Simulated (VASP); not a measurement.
# CdS (Hawleyite) (F-43m) in VASP: a series of runs

Runs on CdS (Hawleyite). Level: PBE. Tasks: single point.

Program: VASP 6.6.1. These are calculated values, not measurements. Logs are shortened: lines on timing, memory, paths and dates and some standing lists are left out, and cuts for length are marked.

## (1) The undisturbed crystal

Symmetry: F-43m, No. 216, cubic system. The conventional cell has a = 5.833 Å, b = 5.833 Å, c = 5.833 Å, α = 90.00°, β = 90.00°, γ = 90.00°. Around Cd (site symmetry -43m) lie 4 S at 2.53 Å. Around S (site symmetry -43m) lie 4 Cd at 2.53 Å.

## (2) Single point, PBE (volume scaled by 0.98)

INCAR

```
ALGO = Fast
EDIFF = 1E-7
ENCUT = 520
GGA = PE
ISIF = 2
ISMEAR = -1
LASPH = T
LCHARG = F
LREAL = F
LWAVE = F
NBANDS = 16
NELM = 100
PREC = Accurate
SIGMA = 0.05
```

KPOINTS

```
k-points
0
Gamma
  8 8 8
```

POSCAR

```
CdS
1.0
    0.0000000000      2.8969255847      2.8969255847
    2.8969255847      0.0000000000      2.8969255847
    2.8969255847      2.8969255847      0.0000000000
Cd S
1 1
Direct
    0.0000000000      0.0000000000      0.0000000000
    0.7500000000      0.7500000000      0.7500000000
```

Potentials or basis: VASP PAW PBE potentials, release 64 (Cd, S).

The run is started by

```
$ cat potpaw_PBE.64/Cd/POTCAR potpaw_PBE.64/S/POTCAR > POTCAR
$ mpirun -np 1 vasp_std > vasp.out
```

OUTCAR:

```text
EDIFF = 1E-7
   ENCUT = 520
   GGA = PE
   ISIF = 2
   ISMEAR = -1
   LASPH = T
   LREAL = F
   NELM = 100
   PREC = Accurate

 ion  position               nearest neighbor table
   1  0.000  0.000  0.000-   2 2.51   2 2.51   2 2.51   2 2.51
   2  0.750  0.750  0.750-   1 2.51   1 2.51   1 2.51   1 2.51

  LATTYP: Found a face centered cubic cell.
 ALAT       =     5.7938511694

  Lattice vectors:

 A1 = (   0.0000000000,   2.8969255847,   2.8969255847)
 A2 = (   2.8969255847,   0.0000000000,   2.8969255847)
 A3 = (   2.8969255847,   2.8969255847,   0.0000000000)

Analysis of symmetry for initial positions (statically):
=====================================================================
 Subroutine PRICEL returns:
 Original cell was already a primitive cell.

 Routine SETGRP: Setting up the symmetry group for a
 face centered cubic supercell.

 Subroutine GETGRP returns: Found 24 space group operations
 (whereof 24 operations were pure point group operations)
 out of a pool of 48 trial point group operations.

The static configuration has the point symmetry T_d .

Analysis of symmetry for dynamics (positions and initial velocities):
=====================================================================
 Subroutine PRICEL returns:
 Original cell was already a primitive cell.

 Routine SETGRP: Setting up the symmetry group for a
 face centered cubic supercell.

 Subroutine GETGRP returns: Found 24 space group operations
 (whereof 24 operations were pure point group operations)
 out of a pool of 48 trial point group operations.

The dynamic configuration has the point symmetry T_d .

 Subroutine INISYM returns: Found 24 space group operations
 (whereof 24 operations are pure point group operations),
 and found     1 'primitive' translations

----------------------------------------------------------------------------------------

                                     Primitive cell

  volume of cell :      48.6230

  direct lattice vectors                    reciprocal lattice vectors
     0.000000000  2.896925585  2.896925585    -0.172596770  0.172596770  0.172596770
     2.896925585  0.000000000  2.896925585     0.172596770 -0.172596770  0.172596770
     2.896925585  2.896925585  0.000000000     0.172596770  0.172596770 -0.172596770

  length of vectors
     4.096871451  4.096871451  4.096871451     0.298946376  0.298946376  0.298946376

  position of ions in fractional coordinates (direct lattice)
     0.000000000  0.000000000  0.000000000
     0.750000000  0.750000000  0.750000000

  ion indices of the primitive-cell ions
   primitive index   ion index
                 1           1
                 2           2

----------------------------------------------------------------------------------------

 KPOINTS: k-points

Automatic generation of k-mesh.
 Grid dimensions read from file:
 generate k-points for:    8    8    8

 Generating k-lattice:

  Cartesian coordinates                     Fractional coordinates (reciprocal lattice)
    -0.021574596  0.021574596  0.021574596     0.125000000  0.000000000  0.000000000
     0.021574596 -0.021574596  0.021574596     0.000000000  0.125000000  0.000000000
     0.021574596  0.021574596 -0.021574596     0.000000000  0.000000000  0.125000000

  Length of vectors
     0.037368297  0.037368297  0.037368297

  Shift w.r.t. Gamma in fractional coordinates (k-lattice)
     0.000000000  0.000000000  0.000000000

 Subroutine IBZKPT returns following result:
 ===========================================

 Found     29 irreducible k-points:

 Following reciprocal coordinates:
            Coordinates               Weight
  0.000000  0.000000  0.000000      1.000000
  0.125000  0.000000  0.000000      8.000000
  0.250000  0.000000  0.000000      8.000000
  0.375000  0.000000  0.000000      8.000000
  0.500000  0.000000  0.000000      4.000000
  0.125000  0.125000  0.000000      6.000000
[... 16 lines left out ...]
  0.500000  0.250000  0.125000     48.000000
 -0.375000  0.250000  0.125000     24.000000
 [... further k-points ...]
   k-points           NKPTS =     29   k-points in BZ     NKDIM =     29   number of bands    NBANDS=     16
   number of dos      NEDOS =    301   number of ions     NIONS =      2
   total plane-waves  NPLWV =  27000
   dimension x,y,z NGX =    30 NGY =   30 NGZ =   30
   dimension x,y,z NGXF=    60 NGYF=   60 NGZF=   60
   ions per type =               1   1
   NGX,Y,Z   is equivalent  to a cutoff of  12.17, 12.17, 12.17 a.u.
   NGXF,Y,Z  is equivalent  to a cutoff of  24.35, 24.35, 24.35 a.u.
 SYSTEM =  unknown system
   PREC   = accura    normal or accurate (medium, high low for compatibility)
   ISTART =      0    job   : 0-new  1-cont  2-samecut
   ICHARG =      2    charge: 1-file 2-atom 10-const
   ISPIN  =      1    spin polarized calculation?
   LNONCOLLINEAR =      F non collinear calculations
   LSORBIT =      F    spin-orbit coupling
   LASPH  =      T    aspherical Exc in radial PAW
   ENCUT  =  520.0 eV  38.22 Ry    6.18 a.u.   7.62  7.62  7.62*2*pi/ulx,y,z
   NELM   =    100;   NELMIN=  2; NELMDL= -5     # of ELM steps
   EDIFF  = 0.1E-06   stopping-criterion for ELM
   LREAL  =      F    real-space projection
   EDIFFG = 0.1E-05   stopping-criterion for IOM
   NSW    =      0    number of steps for IOM
   IBRION =     -1    ionic relax: 0-MD 1-quasi-New 2-CG
   NFREE  =      0    steps in history (QN), initial steepest desc. (CG)
   ISIF   =      2    stress and relaxation
   ISYM   =      2    0-nonsym 1-usesym 2-fastsym
   POTIM  = 0.5000    time-step for ionic-motion
   TEBEG  =    0.0;   TEEND  =   0.0 temperature during run
   PSTRESS=    0.0 pullay stress
   NELECT =      18.0000    total number of electrons
   NUPDOWN=      -1.0000    fix difference up-down
   EMIN   =  10.00;   EMAX   =-10.00  energy-range for DOS
   EFERMI =   0.00;   METHOD = LEGACY
   ISMEAR =    -1;   SIGMA  =   0.05  broadening in eV -4-tet -1-fermi 0-gaus
   EFERMI_NEDOS =   21; number of points for ismear=-14 and -15
   IALGO  =     68    algorithm
   IMIX   =      4    mixing-type and parameters
     AMIX     =   0.40;   BMIX     =  1.00
     AMIX_MAG =   1.60;   BMIX_MAG =  1.00
  volume/ion in A,a.u.               =      24.31       164.06
  Fermi-wavevector in a.u.,A,eV,Ry     =   1.175488  2.221351 18.800161  1.381773
  Thomas-Fermi vector in A             =   2.311868
   LORBIT       =      0    0 simple, 1 ext, 2 COOP (PROOUT), +10 PAW based schemes
   GGA     = PE    functional components
   LHFCALC =     F    Hartree Fock is set to
   AEXX    =    0.0000 exact exchange contribution
   IVDW    =     0    specifies the selected vdW correction
   LEPSILON=     F    determine dielectric tensor
   LRPA    =     F    only Hartree local field effects (RPA)
 non-spin polarized calculation
 RMM-DIIS sequential band-by-band and
  energy-cutoff  :      520.00
  volume of cell :       48.62
 maximum number of plane-waves:      1363
   NGX = 15   NGY = 15   NGZ = 15

 number of electron      18.0000008 magnetization

 Free energy of the ion-electron system (eV)
  ---------------------------------------------------
  ext. energy  EPLUGINS =         0.00000000
  ---------------------------------------------------
  free energy    TOTEN  =        -6.09691078 eV

  energy without entropy =       -6.09691071  energy(sigma->0) =       -6.09691074

 E-fermi :   2.1254     XC(G=0):  -9.2447

 val. band max:        1.4905275003   @ k =   0.0000   0.0000   0.0000
 cond. band min:       2.6843552381   @ k =   0.0000   0.0000   0.0000
 fundamental gap:      1.1938277378
 Fermi energy:         2.1254407228

 k-point     1 :       0.0000    0.0000    0.0000
  band No.  band energies     occupation
      1     -11.0060      2.00000
      2      -6.3142      2.00000
      3      -6.3142      2.00000
      4      -6.3142      2.00000
      5      -5.8059      2.00000
      6      -5.8059      2.00000
[... 8 lines left out ...]
     15      13.0010      0.00000
     16      13.0416      0.00000

 k-point     2 :       0.1250    0.0000    0.0000
  band No.  band energies     occupation
      1     -10.9411      2.00000
      2      -6.2904      2.00000
      3      -6.2904      2.00000
      4      -6.2597      2.00000
      5      -5.8071      2.00000
      6      -5.8071      2.00000
[... 8 lines left out ...]
     15      12.3949      0.00000
     16      13.5867      0.00000

 k-point     3 :       0.2500    0.0000    0.0000
  band No.  band energies     occupation
      1     -10.7835      2.00000
      2      -6.2390      2.00000
      3      -6.2390      2.00000
      4      -6.0615      2.00000
      5      -5.8014      2.00000
      6      -5.8014      2.00000
[... 8 lines left out ...]
     15      12.1582      0.00000
     16      12.8776      0.00000

 k-point     4 :       0.3750    0.0000    0.0000
  band No.  band energies     occupation
      1     -10.6260      2.00000
      2      -6.1994      2.00000
      3      -6.1994      2.00000
      4      -5.7801      2.00000
      5      -5.7801      2.00000
      6      -5.6877      2.00000
[... 8 lines left out ...]
     15      13.0317      0.00000
     16      13.0317      0.00000
[... 324 lines left out ...]
 k-point    22 :       0.3750    0.2500    0.1250
  band No.  band energies     occupation
      1     -10.6679      2.00000
      2      -6.1848      2.00000
      3      -6.1565      2.00000
      4      -5.9905      2.00000
      5      -5.8001      2.00000
      6      -5.7432      2.00000
[... 8 lines left out ...]
     15      13.5431      0.00000
     16      15.4572      0.00000

 k-point    23 :       0.5000    0.2500    0.1250
  band No.  band energies     occupation
      1     -10.5441      2.00000
      2      -6.1467      2.00000
      3      -6.1190      2.00000
      4      -5.8786      2.00000
      5      -5.7705      2.00000
      6      -5.5061      2.00000
[... 8 lines left out ...]
     15      14.4055      0.00000
     16      14.6454      0.00000

 k-point    24 :      -0.3750    0.2500    0.1250
  band No.  band energies     occupation
      1     -10.4937      2.00000
      2      -6.1419      2.00000
      3      -6.1010      2.00000
      4      -5.8343      2.00000
      5      -5.7778      2.00000
      6      -5.2873      2.00000
[... 8 lines left out ...]
     15      13.8460      0.00000
     16      14.7289      0.00000

 [... further k-points ...]

------------------------ aborting loop because EDIFF is reached ----------------------------------------

  FORCE on cell =-STRESS in cart. coord.  units (eV):
  Direction    XX          YY          ZZ          XY          YZ          ZX
  --------------------------------------------------------------------------------------
  -------------------------------------------------------------------------------------
  Total        1.4086046      1.4086046      1.4086046      0.0000000     -0.0000000     -0.0000000
  in kB       46.4149279     46.4149279     46.4149279      0.0000000     -0.0000000     -0.0000000
  external PRESSURE =      46.4149279 kB  Pullay stress =       0.0000000 kB

 VOLUME and BASIS-vectors are now :
 -----------------------------------------------------------------------------
  energy-cutoff  :      520.00
  volume of cell :       48.62
      direct lattice vectors                 reciprocal lattice vectors
     0.000000000  2.896925585  2.896925585    -0.172596770  0.172596770  0.172596770
     2.896925585  0.000000000  2.896925585     0.172596770 -0.172596770  0.172596770
     2.896925585  2.896925585  0.000000000     0.172596770  0.172596770 -0.172596770

 POSITION                                       TOTAL-FORCE (eV/Angst)
 -----------------------------------------------------------------------------------
      0.00000      0.00000      0.00000         0.000000      0.000000      0.000000
      4.34539      4.34539      4.34539        -0.000000     -0.000000     -0.000000
 -----------------------------------------------------------------------------------
    total drift:                                0.000001      0.000001      0.000001

  FREE ENERGIE OF THE ION-ELECTRON SYSTEM (eV)
  ---------------------------------------------------
  free  energy   TOTEN  =        -6.0969107813 eV

  energy  without entropy=       -6.0969107081  energy(sigma->0) =       -6.09691074
```

Wall time 14 s (1 thread of Intel Xeon 6975P-C (Granite Rapids), shared host); peak memory 0.16 GiB.

What came out:

```yaml
Free_energy: -6.0969 eV
Pressure: 4.6 GPa
Band_gap_on_the_k_mesh: 1.19 eV, direct
```

## (3) Single point, PBE (volume scaled by 1.04)

INCAR

```
PREC = Accurate
ENCUT = 520
EDIFF = 1E-6
ISMEAR = -1
SIGMA = 0.05
LREAL = False
LASPH = True
NELM = 100
ALGO = Normal
ISIF = 2
LWAVE = False
LCHARG = False
GGA = PE
NBANDS = 16
```

KPOINTS

```
Automatic mesh
0
Gamma
  8 8 8
```

POSCAR

```
CdS
1.0
    0.0000000000      2.9548794012      2.9548794012
    2.9548794012      0.0000000000      2.9548794012
    2.9548794012      2.9548794012      0.0000000000
Cd S
1 1
Direct
    0.0000000000      0.0000000000      0.0000000000
    0.7500000000      0.7500000000      0.7500000000
```

Potentials or basis: VASP PAW PBE potentials, release 64 (Cd, S).

The run is started by

```
$ cat potpaw_PBE.64/Cd/POTCAR potpaw_PBE.64/S/POTCAR > POTCAR
$ mpirun -np 1 vasp_std > vasp.out
```

Run time: 9.7 s. Hardware: 1 thread of Intel Xeon 6975P-C (Granite Rapids), shared host; peak memory 0.18 GiB.

Results (log left out):

| Quantity | Value |
| --- | --- |
| Free energy | -6.1457 eV |
| Pressure | 0.8 GPa |
| Band gap on the k mesh | 1.06 eV, direct |

Levels at points of the mesh, in eV from the valence-band top:
```csv
k point,band 6,band 7,band 8,band 9,band 10,band 11,band 12,band 13
"(0.00, 0.00, 0.00)",-7.17,0.00,0.00,0.00,1.06,6.55,6.55,6.55
"(0.50, 0.00, 0.00)",-6.82,-4.17,-0.70,-0.70,2.95,7.01,7.01,7.36
"(0.50, 0.50, 0.00)",-6.76,-3.78,-1.75,-1.75,3.62,4.30,9.07,10.55
```
